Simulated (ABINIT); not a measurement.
Wanted: the native input for an ABINIT 10.8.3 (patched build) run.

- Task: band structure
- Functional: AM05
- Potentials or basis: PseudoDojo NC SR PBEsol v0.4.1 standard
- Cutoff: 1116 eV
- k mesh: 10 × 10 × 10
- Occupations: fermi-dirac, width 0.05 eV
- Spin: no spin polarisation

Crystal: SiC (Moissanite 3C).

```
CELL_PARAMETERS angstrom
0.00000 2.17900 2.17900
2.17900 0.00000 2.17900
2.17900 2.17900 0.00000
ATOMIC_POSITIONS crystal
Si 0.00000 0.00000 0.00000
C 0.75000 0.75000 0.75000
```

One way to write it, as run:

run.abi

```
# Datasets: ground state, then fixed potential
ndtset 2

# Pseudopotentials
pp_dirpath "./"
pseudos "Si.upf, C.upf"

# Structure
acell 3*1.0 Angstrom
rprim
     0.0000000000     2.1790000000     2.1790000000
     2.1790000000     0.0000000000     2.1790000000
     2.1790000000     2.1790000000     0.0000000000
ntypat 2
znucl 14 6
natom 2
typat 1 2
xred
     0.0000000000     0.0000000000     0.0000000000
     0.7500000000     0.7500000000     0.7500000000

# Plane-wave basis
ecut 41.0

# Exchange and correlation
ixc -120135

# Bands and occupations
occopt 3
tsmear 0.05 eV

# SCF cycle
nstep 100

# Output
iomode 3
prtwf 0
prteig 0
prtebands 0
enunit 2
prtden1 1

# Dataset 1
kptopt1 1
ngkpt1 10 10 10
nshiftk1 1
shiftk1 0.0 0.0 0.0
nband1 8
tolvrs1 1.0e-10

# Dataset 2: bands along G-X-W-K-G-L-U-W-L-K
iscf2 -2
getden2 1
nband2 12
nbdbuf2 2
tolwfr2 1.0e-12
kptopt2 -9
ndivsm2 8
prteig2 1
prtvol2 -3
kptbounds2
     0.0000000000     0.0000000000     0.0000000000
     0.5000000000     0.0000000000     0.5000000000
     0.5000000000     0.2500000000     0.7500000000
     0.3750000000     0.3750000000     0.7500000000
     0.0000000000     0.0000000000     0.0000000000
     0.5000000000     0.5000000000     0.5000000000
     0.6250000000     0.2500000000     0.6250000000
     0.5000000000     0.2500000000     0.7500000000
     0.5000000000     0.5000000000     0.5000000000
     0.3750000000     0.3750000000     0.7500000000
```

Potentials or basis: PseudoDojo NC SR PBEsol v0.4.1 standard.

Launch:

```sh
$ abinit run.abi > log 2>&1
```

It gave:

```
Pressure                                              : -0.7 GPa
Band gap on the k mesh                                : 1.23 eV, indirect (least direct gap 4.45 eV)
Band gap along the path                               : 1.23 eV, indirect (least direct gap 4.45 eV)
Valence electrons inside the program's atomic spheres : Si 1.92; C 4.20
```

Caveat: the potentials were made for another functional, which shifts forces and pressure.

Run time: 70 s on 1 thread of Arm Neoverse V1, on a shared host, peak memory 0.11 GiB.
